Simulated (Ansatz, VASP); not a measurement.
Nb: VASP beside Ansatz

The input INCAR:

```
PREC = Accurate
ENCUT = 520
EDIFF = 1E-6
ISMEAR = -1
SIGMA = 0.15
LREAL = False
LASPH = True
NELM = 80
ALGO = Normal
ISIF = 2
LWAVE = False
LCHARG = False
GGA = PE
NBANDS = 12
```

File KPOINTS:

```
Automatic mesh
0
Gamma
  12 12 12
```

The input POSCAR:

```
Nb
1.0
    0.0000000000      2.1564811194      2.1564811194
    2.1564811194      0.0000000000      2.1564811194
    2.1564811194      2.1564811194      0.0000000000
Nb
1
Direct
    0.0000000000      0.0000000000      0.0000000000
```

Input for Ansatz:

```yaml
crystal:
  lattice:
    - [0.0, 2.156481119422988, 2.156481119422988]
    - [2.156481119422988, 0.0, 2.156481119422988]
    - [2.156481119422988, 2.156481119422988, 0.0]
  atoms:
    - { symbol: Nb, position: [0.0, 0.0, 0.0] }
basis:
  ecutwfc: 500.0
kpoints:
  mp_grid:
    grid: [12, 12, 12]
scf:
  occupations:
    method: fermi_dirac
    width: 0.15
output:
  stress: true
```

This isn't the form of Nb at room conditions, which is bcc.

Alike in both runs: task single point; functional PBE; k mesh 12 × 12 × 12; occupations fermi-dirac, width 0.15 eV; no spin polarisation.

```csv
,VASP,Ansatz
version,VASP 6.6.1,Ansatz 0.2.0
potentials or method,"VASP PAW PBE potentials, release 64 (Nb_sv)","plane waves, PAW"
plane-wave cutoff (eV),520,500
valence electrons in the cell,13,13
```

|  | VASP | Ansatz | Ansatz less VASP |
| --- | --- | --- | --- |
| pressure (GPa) | -9.5 | -9.2 | +0.26 |
